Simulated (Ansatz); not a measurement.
Abstraction of F: CH3FO + CHF2 → CH3O + CHF3

Species: CH3FO `OCF`, singlet; CHF2 (difluoromethyl radical) `F[CH]F`, doublet; CH3O (hydroxymethyl radical) `[CH2]O`, doublet; CHF3 (trifluoromethane) `FC(F)F`, singlet. A radical takes F: the energy is the difference in strength between two C–F bonds in different surroundings.

Shapes, held fixed at every level: PBE0-D4/def2-TZVP. Flexible molecules stand in one conformer, not always the lowest. Programs: Ansatz 0.2.0. The zero-point and thermal change to 298 K, harmonic and unscaled (PBE0-D4/def2-TZVP), is -3.7 kJ/mol.

| level | kind | ΔH(298 K) (kJ/mol) | less CCSD(T)/CBS estimate | CPU time (sum over the molecules) |
| --- | --- | --- | --- | --- |
| MP2/def2-TZVPP | perturbation theory | -45.0 | +0.4 | – |
| BHLYP-D4/def2-TZVPP | global hybrid | -43.7 | +1.7 | 12 s |
| r2SCAN0-D4/def2-TZVPP | global hybrid | -46.5 | -1.1 | 28 s |
| wB97M-V/def2-TZVPP | range-separated hybrid | -47.2 | -1.8 | 42 s |
| B2PLYP/def2-TZVPP | double hybrid | -42.0 | +3.4 | 20 s |
| CCSD(T)/def2-SVP | coupled cluster or CI | -52.2 | -6.8 | 9 s |
| CCSD(T)/def2-TZVPP | coupled cluster or CI | -46.2 | -0.8 | 1.9 min |
| CCSD(T)/CBS estimate | coupled cluster or CI | -45.4 | 0.0 | 3 min |

The highest level, CCSD(T)/CBS estimate, gives ΔH(298 K) = -45.4 kJ/mol; the levels span -52.2 to -42.0. The column of differences is taken from that level and isn't an error. No measured value is set beside it here. Open shells run unrestricted. The CBS estimate extrapolates MP2 from def2-TZVPP and def2-QZVPP and adds CCSD(T) − MP2 in the triple-zeta set, cores frozen. Times are processor times on shared x86 and Arm servers, and rough.
